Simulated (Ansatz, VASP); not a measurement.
# Sn3S2 in VASP and in Ansatz

```
Sn S
1.0
     3.75552    0.00000    0.00000
    -1.87776    3.25237    0.00000
     0.00000    0.00000   10.23294
Sn S
3 2
Direct
  0.00000 0.00000 0.00000
  0.33333 0.66667 0.63182
  0.66667 0.33333 0.36818
  0.33333 0.66667 0.19290
  0.66667 0.33333 0.80710
```

Alike in both runs: functional PBE; k mesh 6 × 6 × 4; occupations gaussian, width 0.1 eV; no spin polarisation.

Ansatz relaxed the structure, and its values are those at the end. VASP's run is a single point on that final structure, the one shown.

```csv
,VASP,Ansatz
version,VASP 6.6.1,Ansatz 0.2.0
potentials or method,"VASP PAW PBE potentials, release 64 (Sn_d, S)","scalar-relativistic, plane waves, PAW"
plane-wave cutoff (eV),520,420
valence electrons in the cell,54,54
```

```csv
,VASP,Ansatz,Ansatz less VASP
gap on the k mesh at the Fermi level (eV),none,none,-
pressure (GPa),0.0,0.1,+0.05
rms of the force components (eV/Å),0.005,0.005,-0.0003
```

A gap of «none» marks a metal or a gap that the smearing closes.
